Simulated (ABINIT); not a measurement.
The system is Pd.

```
Pd
1.0
     0.00000    1.94650    1.94650
     1.94650    0.00000    1.94650
     1.94650    1.94650    0.00000
Pd
1
Direct
  0.00000 0.00000 0.00000
```

Base run:

| Item | Value |
| --- | --- |
| Program | ABINIT 10.8.3 (patched build) |
| Functional | HLE16 |
| Potentials or basis | JTH PAW PBE v2.0 |
| Cutoff | 626 eV |
| k mesh | 12 × 12 × 12 |
| Occupations | fermi-dirac, width 0.05 eV |
| Spin | no spin polarisation |

Its results: band gap on the k mesh none (metal or under the smearing width); pressure -19.3 GPa.

Q: The run is repeated on the same cell with these changes: functional from HLE16 to SOGGA. What comes out?

A: Band gap on the k mesh none (metal or under the smearing width); pressure -5.6 GPa.

Caveats: the potentials were made for a functional far from this one (some runs); so large a pressure means that the cell lies far from this level's equilibrium, or that cutoff or potentials fall short (some runs); the potentials were made for another functional, which shifts forces and pressure (some runs); the PAW data sets were made with another functional, which shifts forces and pressure a little (some runs).
